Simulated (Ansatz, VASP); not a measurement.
Given: the input of a run of VASP 6.6.1 on TiO2.

The input INCAR:

```
SYSTEM = TiO2
PREC = Accurate ; ENCUT = 520
EDIFF = 1E-7 ; ISMEAR = -1
SIGMA = 0.05 ; LREAL = .FALSE.
LASPH = .TRUE. ; NELM = 100
ALGO = Normal ; ISIF = 2
LWAVE = .FALSE. ; LCHARG = .FALSE.
GGA = PE ; NBANDS = 46
```

The input KPOINTS:

```
Automatic mesh
0
G
  7 4 3
  0 0 0
```

Contents of POSCAR:

```
TiO2
1.0
    2.9682645463      0.0000000000      0.0000000000
    0.0002080834      4.7076067549      0.0000000000
    1.4835696211      0.2423534620      7.0834647979
Ti O
3 6
Direct
    0.0033718700      0.0003888100      0.0007031900
    0.3446402100      0.4802596500      0.3169598700
    0.6617081400      0.5204743600      0.6844963600
    0.4400381600      0.1854376900      0.1285388000
    0.7779263400      0.2977287500      0.4518780700
    0.1012362400      0.3089534200      0.8062432200
    0.9064972100      0.6918369900      0.1951715700
    0.2294071500      0.7030072800      0.5495147300
    0.5680256700      0.8153000600      0.8728271800
```

Potentials or basis: VASP PAW PBE potentials, release 64 (Ti_sv, O).

Launch:

```sh
$ cat potpaw_PBE.64/Ti_sv/POTCAR potpaw_PBE.64/O/POTCAR > POTCAR
$ mpirun -np 1 vasp_std > vasp.out
```

Question: Translate it to Ansatz 0.2.0. Potentials there: Ansatz PAW.

Answer: As run (the cutoff follows the program's own potentials):

File input.yaml:

```yaml
crystal:
  lattice:
    - [2.9682645463, 0.0, 0.0]
    - [0.0002080834, 4.7076067549, 0.0]
    - [1.4835696211, 0.242353462, 7.0834647979]
  atoms:
    - { symbol: Ti, position: [0.00337187, 0.00038881, 0.00070319] }
    - { symbol: Ti, position: [0.34464021, 0.48025965, 0.31695987] }
    - { symbol: Ti, position: [0.66170814, 0.52047436, 0.68449636] }
    - { symbol: O, position: [0.44003816, 0.18543769, 0.1285388] }
    - { symbol: O, position: [0.77792634, 0.29772875, 0.45187807] }
    - { symbol: O, position: [0.10123624, 0.30895342, 0.80624322] }
    - { symbol: O, position: [0.90649721, 0.69183699, 0.19517157] }
    - { symbol: O, position: [0.22940715, 0.70300728, 0.54951473] }
    - { symbol: O, position: [0.56802567, 0.81530006, 0.87282718] }
hamiltonian:
  xc: pbe
  pseudopotentials: { kind: paw }
kpoints:
  mp_grid: { grid: [7, 4, 3] }
scf:
  occupations: { method: fermi_dirac, width: 0.05 }
output:
  forces: true
  stress: true
  eigenvalues: true
```

Potentials or basis: Ansatz PAW.

Run with:

```bash
$ ansatz run input.yaml --threads 4 --pin off --max-ram 11264MiB --backend cpu --events-out ev --progress --plain --runs-dir out
```

Both were run:

|  | VASP | Ansatz | Ansatz less VASP |
| --- | --- | --- | --- |
| gap on the k mesh at the Fermi level (eV) | 2.27 | 2.30 | +0.027 |
| least direct gap on the mesh (eV) | 2.30 | 2.32 | +0.026 |
| pressure (GPa) | 4.4 | 3.7 | -0.70 |
| largest component of the traceless stress (GPa) | 0.21 | 0.39 | +0.179 |
| rms of the force components (eV/Å) | 0.056 | 0.044 | -0.0118 |

Atom by atom the forces differ by 0.021 eV/Å (rms over components). With one functional, cell and mesh, what is left measures potentials, basis and numerics.

Caveats: an odd mesh through Γ misses points on the zone boundary, where band edges often lie (VASP); odd divisions of the mesh miss points on the zone boundary, where band edges often lie, so the gap on the mesh can be too wide (Ansatz); the pressure holds a Pulay correction of +0.7 GPa for the finite cutoff (Ansatz). Expect the measured gap to be larger: semilocal functionals such as PBE lack the derivative discontinuity.
